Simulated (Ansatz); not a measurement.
**Pb under changes of volume**

One of the cells (32.418 Å³/atom); the others are scaled copies at fixed shape and fractional positions:

```
Pb
1.0
     3.03861   -1.75032    0.00000
     3.03861    1.75032    0.00000
    -2.11546    0.00000    6.09522
Pb
2
Direct
  0.90851 0.90851 0.72629
  0.09149 0.09149 0.27371
```

This isn't the form of Pb at room conditions, which is fcc.

* Program: Ansatz 0.2.0
* Functional: r2SCAN
* Potentials or basis: Ansatz PAW
* Cutoff: 500 eV (not typed: the program's choice for these potentials)
* k mesh: 9 × 9 × 5
* Occupations: fermi-dirac, width 0.05 eV
* Spin: no spin polarisation

```tsv
volume (Å³/atom)	energy over the lowest point (meV/atom)	pressure (GPa)	largest force (eV/Å)
30.473	?	?	?
31.121	4.05	1.5	0.077
31.769	0.16	0.5	0.116
32.418	0.00	-0.4	0.153
33.066	3.16	-1.1	0.187
33.714	9.28	-1.8	0.219
34.363	18.04	-2.4	0.249
```

Task: What does the run at 30.473 Å³/atom give?

Result: Energy over the lowest point 12.13 meV/atom; pressure 2.6 GPa; largest force 0.040 eV/Å.

Worked out: A Birch-Murnaghan fit of order 3 (a polynomial in V^(-2/3)) to the other rows has its minimum at 32.12 Å³/atom with B0 = V·E''(V) = 43 GPa and B' = 4.8 at fixed shape and positions, which overstates the stiffness. It gives 12.13 meV/atom at 30.473 Å³/atom, against the run's 12.13, and -dE/dV = 2.6 GPa, against 2.6.

Energies are extrapolated to zero smearing.

Caveats: the PAW data sets come from PBE, with cores solved anew for the run's functional, which leaves a small shift of forces and pressure.
